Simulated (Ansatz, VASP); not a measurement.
## In in VASP and in Ansatz

INCAR

```
SYSTEM = In
PREC     = Accurate       ! precision mode
ENCUT    = 520            ! plane-wave cutoff, eV
EDIFF    = 1E-7           ! SCF threshold, eV
ISMEAR   = -1             ! smearing method
SIGMA    = 0.1            ! smearing width, eV
LREAL    = .False.        ! projectors in reciprocal space
LASPH    = .True.         ! aspherical terms in the spheres
NELM     = 60             ! most SCF steps
ALGO     = Normal         ! electronic algorithm
ISIF     = 2              ! what is computed and relaxed
LWAVE    = .False.        ! write WAVECAR
LCHARG   = .False.        ! write CHGCAR
GGA      = PS             ! functional
NBANDS   = 12             ! bands
```

KPOINTS

```
Automatic mesh
0
Gamma
  13 13 13
  0 0 0
```

File POSCAR:

```
In
1.0
    0.0000000000      2.3979637909      2.3979637909
    2.3979637909      0.0000000000      2.3979637909
    2.3979637909      2.3979637909      0.0000000000
In
1
Direct
    0.0000000000      0.0000000000      0.0000000000
```

Input for Ansatz:

```yaml
crystal:
  lattice:
    - [0.0, 2.3979637909, 2.3979637909]
    - [2.3979637909, 0.0, 2.3979637909]
    - [2.3979637909, 2.3979637909, 0.0]
  atoms:
    - { symbol: In, position: [0.0, 0.0, 0.0] }
hamiltonian:
  xc: pbesol
  pseudopotentials:
    kind: paw
    azcp:
      In: "pseudopotentials/In.paw.azcp"
basis:
  ecutwfc: 420
  fft_grid_basis: typed
kpoints:
  mp_grid: { grid: [13, 13, 13], shift: [0, 0, 0] }
magnetization:
  spin_polarized: false
scf:
  occupations: { method: fermi_dirac, width: 0.1 }
  lower_state_search: "off"
output:
  stress: true
```

Alike in both runs: task single point; functional PBEsol; k mesh 13 × 13 × 13; occupations fermi-dirac, width 0.1 eV; no spin polarisation.

|  | VASP | Ansatz |
| --- | --- | --- |
| version | VASP 6.6.1 | Ansatz 0.2.0 |
| potentials or method | VASP PAW PBE potentials, release 64 (In_d) | plane waves (420 eV) with PAW, scalar-relativistic |
| plane-wave cutoff (eV) | 520 | 420 |
| valence electrons in the cell | 13 | 13 |

```csv
,VASP,Ansatz,Ansatz less VASP
pressure (GPa),-2.8,-2.8,+0.05
```

Ansatz warned: «pseudo_functional_mismatch».

Caveats: the PAW data sets were made with another functional, which shifts forces and pressure a little (VASP).
